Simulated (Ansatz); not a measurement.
Guessed and relaxed cells of ZrC

The guess for ZrC is a distorted database cell: ZrC type (Fm-3m) distorted into a subgroup (R-3m, No. 166) (cell multiple 2; largest shift (Å) 0.34).

start.xyz

```xyz
4
Lattice="1.6506 0.9530 5.5444 -1.6506 0.9530 5.5444 0.0000 -1.9059 5.5444" Properties=species:S:1:pos:R:3 pbc="T T T"
Zr    0.0000    0.0000    4.5047
Zr    0.0000    0.0000   12.1285
C     0.0000    0.0000    8.3166
C     0.0000    0.0000    0.0000
```

Level of theory: DFT PBE, scalar-relativistic, plane waves, PAW (Ansatz 0.2.0). Cutoff 420 eV, Gaussian smearing, Γ-centred meshes. Cell and atoms relax first on a coarse mesh and then on a finer one. In between, the cell is made exact in the group found at 0.06 Å. In metals the finer mesh still leaves noise of several meV/atom or more. The steps can't lower the symmetry of their start. No spin polarisation in the relaxation; trial moments died out in a coarse test.

end.xyz

```xyz
2
Lattice="0.0000 2.3543 2.3543 2.3543 0.0000 2.3543 2.3543 2.3543 0.0000" Properties=species:S:1:pos:R:3 pbc="T T T"
Zr    2.3543    2.3543    2.3543
C     0.0000    0.0000    0.0000
```

The symmetry goes from R-3m (No. 166) to Fm-3m (No. 225), and the primitive cell from 4 to 2 atoms. The end has the rock salt type. The volume per atom stays near 13.0 Å³. The shortest distance goes from 2.17 Å (Zr–C) to 2.35 Å (Zr–C). The energy falls by about 0.92 eV/atom (the start's value is from the coarse mesh). The end is written in a standard setting, so origin, axes and order of atoms can differ from the start's.

| Quantity | Value |
| --- | --- |
| Volume per atom | 13.05 Å³ |
| Density | 6.57 g/cm³ |
| Energy over the elements | −0.86 eV/atom |
| Gap on the 20×20×20 mesh of the 2-atom cell | 0 eV (a metal) |

Formation energies are uncorrected and refer to the elements' standard structures at the same level. Whether it is stable depends on the other phases of the system, which aren't compared here.

The last run used Gaussian smearing of 0.10 eV. The reference form of C is held partly by dispersion forces, which this level lacks. A later test with randomly moved atoms came back to the same energy, though modes that don't fit the test's cell weren't probed. In all, the 3 runs took 21 s on 1 thread of Arm Neoverse V2 (shared host).
